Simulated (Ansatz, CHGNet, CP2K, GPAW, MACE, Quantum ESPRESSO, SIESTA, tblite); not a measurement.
# From one method to another: forces in twisted 2H-MoTe2/1T-TiSe2 bilayer, 21.79° (42 atoms)

2H-MoTe2 (a = 3.52 Å) under 1T-TiSe2 (a = 3.54 Å), bilayer, commensurate cell of 7 unit cells a layer, twist 21.79 deg, both strained to the mean lattice constant; facing planes 3.34 Å apart; 16 Å of vacuum; layers as built, displaced by a Gaussian of 0.01 Å. Then every atom was moved at random, 0.03 Å r.m.s. a Cartesian component.

Two calculations on one geometry. First: Kohn-Sham DFT, PBE, SSSP efficiency 1.3.0 pseudopotentials, plane waves; sssp-1.3.0-efficiency; 45/360 Ry; levels smeared at 580 K (Quantum ESPRESSO 7.5; sssp-pbe-1.3.0-efficiency, cutoffs 45/360 Ry, Γ point). Second: Kohn-Sham DFT, PBE, GTH-PBE pseudopotentials, Gaussian and plane waves, TZV2P-MOLOPT (UZH set), diagonalisation; TZV2P-UZH; 800/50 Ry; levels smeared at 580 K (CP2K 2026.2; Γ point).

Cell vectors (Å):

```
9.339 0.000 0.000
-4.670 8.088 0.000
0.000 0.000 26.040
```

Atom, position (Å) and force of the first calculation (eV/Å):

```
1 Mo 0.655 1.954 9.754 0.299 -0.605 1.046
2 Te 2.006 0.356 11.634 -0.137 0.296 -0.615
3 Te 2.016 0.358 8.014 -0.076 0.192 -0.494
4 Mo 0.017 5.326 9.753 0.232 1.058 0.627
5 Te 1.362 3.841 11.582 -0.123 -0.039 0.330
6 Te 1.320 3.844 7.963 0.642 0.056 -0.539
7 Mo 4.027 0.801 9.787 -0.604 -0.317 0.474
8 Te 0.648 7.299 11.579 0.083 -0.158 0.051
9 Te 0.661 7.345 7.984 -0.080 -0.278 -0.535
10 Mo 3.385 4.245 9.816 -1.192 0.263 -0.085
11 Te 4.658 2.699 11.598 0.098 -0.155 0.874
12 Te 4.629 2.761 8.063 0.379 -0.592 -1.686
13 Mo 2.642 7.736 9.756 0.651 -0.463 0.893
14 Te 3.971 6.139 11.633 0.170 0.551 -0.282
15 Te 4.036 6.171 8.007 -0.533 0.076 -0.722
16 Mo 6.626 3.024 9.806 0.726 0.637 0.187
17 Te 8.005 1.549 11.623 0.032 -0.242 -0.254
18 Te 8.028 1.565 7.993 -0.420 -0.062 -0.829
19 Mo -3.360 6.516 9.788 0.254 0.456 1.107
20 Te -1.966 4.988 11.581 -0.239 -0.158 0.244
21 Te -2.007 5.014 8.056 -0.168 -0.550 -1.146
22 Ti -2.033 5.762 16.479 0.105 -0.581 0.240
23 Se -0.638 7.340 17.983 -0.271 0.186 0.787
24 Se -0.002 5.413 14.959 -0.013 0.213 -0.256
25 Ti 4.671 8.078 16.495 -0.405 -0.275 0.071
26 Se 1.254 1.585 18.117 0.395 0.151 -0.357
27 Se -2.657 7.686 15.007 -0.035 0.259 -0.231
28 Ti 0.702 3.416 16.458 0.324 -0.840 0.217
29 Se 2.035 5.001 18.044 -0.176 0.350 0.106
30 Se 2.681 3.082 14.922 -0.020 0.207 0.123
31 Ti 1.292 6.886 16.488 0.178 -0.825 -0.045
32 Se 7.341 0.379 18.030 0.119 0.244 0.114
33 Se 3.333 6.557 14.926 0.066 0.299 0.351
34 Ti 3.365 1.142 16.478 0.211 -0.265 -0.108
35 Se 4.714 2.688 18.060 -0.257 0.057 0.171
36 Se 5.361 0.766 14.903 -0.239 0.428 0.208
37 Ti 4.046 4.625 16.525 -0.501 -0.429 -0.237
38 Se 5.313 6.116 18.044 0.319 0.600 0.511
39 Se 5.978 4.238 14.994 0.290 0.229 -0.616
40 Ti 6.676 2.328 16.510 0.075 -0.606 0.141
41 Se -1.278 3.792 18.039 -0.316 0.664 0.200
42 Se -0.672 1.972 14.947 0.156 -0.032 -0.033
```

**Question.** What forces does the second calculation give?

Atom and force (eV/Å):

```
1 0.304 -0.613 1.068
2 -0.140 0.302 -0.535
3 -0.077 0.195 -0.596
4 0.231 1.071 0.645
5 -0.124 -0.041 0.412
6 0.649 0.058 -0.640
7 -0.614 -0.322 0.488
8 0.086 -0.158 0.130
9 -0.078 -0.280 -0.638
10 -1.205 0.262 -0.079
11 0.100 -0.157 0.962
12 0.382 -0.597 -1.794
13 0.658 -0.470 0.912
14 0.173 0.555 -0.198
15 -0.537 0.076 -0.825
16 0.734 0.647 0.200
17 0.032 -0.245 -0.170
18 -0.425 -0.062 -0.933
19 0.261 0.460 1.127
20 -0.243 -0.161 0.326
21 -0.172 -0.553 -1.252
22 0.113 -0.586 0.251
23 -0.275 0.184 0.845
24 -0.017 0.206 -0.305
25 -0.407 -0.280 0.071
26 0.402 0.147 -0.312
27 -0.036 0.262 -0.287
28 0.319 -0.824 0.216
29 -0.179 0.347 0.160
30 -0.011 0.209 0.080
31 0.194 -0.817 -0.048
32 0.113 0.246 0.168
33 0.064 0.301 0.308
34 0.200 -0.261 -0.101
35 -0.259 0.061 0.224
36 -0.236 0.427 0.168
37 -0.512 -0.442 -0.246
38 0.321 0.609 0.564
39 0.291 0.228 -0.665
40 0.078 -0.617 0.130
41 -0.310 0.667 0.255
42 0.154 -0.035 -0.081
```

The two sets differ by 36.1 meV/Å r.m.s., 7.9 % of the r.m.s. force of the Quantum ESPRESSO run. The runs have no spin polarisation, so any moments at edges, vacancies or dangling bonds can't form. The electronic-structure runs sample only Γ, in a cell whose shortest periodic width is 8 Å, which is coarse for a cell with partly filled levels.

[Logs are printed without paths, hosts, clocks, repeated set-up lines and the standing remarks that a program may print on its own settings, such as how far it seeks lower states.]

[Hosts, paths, dates, database ids (printed as entryN), source tags and the programs' standing remarks are cut or masked in the printed files.]
